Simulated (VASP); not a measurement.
# C under changes of volume

One of the cells (5.630 Å³/atom); the others are scaled copies at fixed shape and fractional positions:

```xyz
8
Lattice="2.5077 0.0000 0.0000 -1.2539 2.1717 0.0000 0.0000 0.0000 8.2704" Properties=species:S:1:pos:R:3 pbc="T T T"
C     1.2539    0.7239    6.9839
C     0.0000    1.4478    2.8487
C     1.2539    0.7239    5.4217
C     0.0000    1.4478    1.2865
C     0.0000    0.0000    7.5014
C     0.0000    0.0000    3.3662
C     2.5077    0.0000    4.9042
C     0.0000    0.0000    0.7690
```

This is a hexagonal form of diamond, not graphite.

- Program: VASP 6.6.1
- Functional: PBE
- Dispersion: D3(BJ)
- Potentials or basis: VASP PAW PBE potentials, release 64 (C)
- Cutoff: 520 eV
- k mesh: 10 × 10 × 4
- Occupations: gaussian, width 0.02 eV
- Spin: no spin polarisation

```csv
volume (Å³/atom),energy over the lowest point (meV/atom),pressure (GPa),gap on the mesh (eV),largest force (eV/Å)
5.405,?,?,?,?
5.518,3.91,10.1,4.61,0.018
5.630,0.00,0.7,4.56,0.004
5.743,2.39,-7.8,4.51,0.015
5.855,10.50,-15.6,4.46,0.030
```

**Question.** What does the run at 5.405 Å³/atom give?

**Answer.** Energy over the lowest point 14.71 meV/atom; pressure 20.3 GPa; gap on the mesh 4.66 eV; largest force 0.037 eV/Å.

Worked out: A Birch-Murnaghan fit of order 2 (a polynomial in V^(-2/3)) to the other rows has its minimum at 5.64 Å³/atom with B0 = V·E''(V) = 447 GPa at fixed shape and positions, which overstates the stiffness. It gives 14.90 meV/atom at 5.405 Å³/atom, against the run's 14.71, and -dE/dV = 20.9 GPa, against 20.3. A straight line through the other rows of the gap, of slope -2.53 eV per unit of ln V, extrapolates to 4.66 eV, against the run's 4.66.

Energies are extrapolated to zero smearing.

A mesh can miss the band edges.
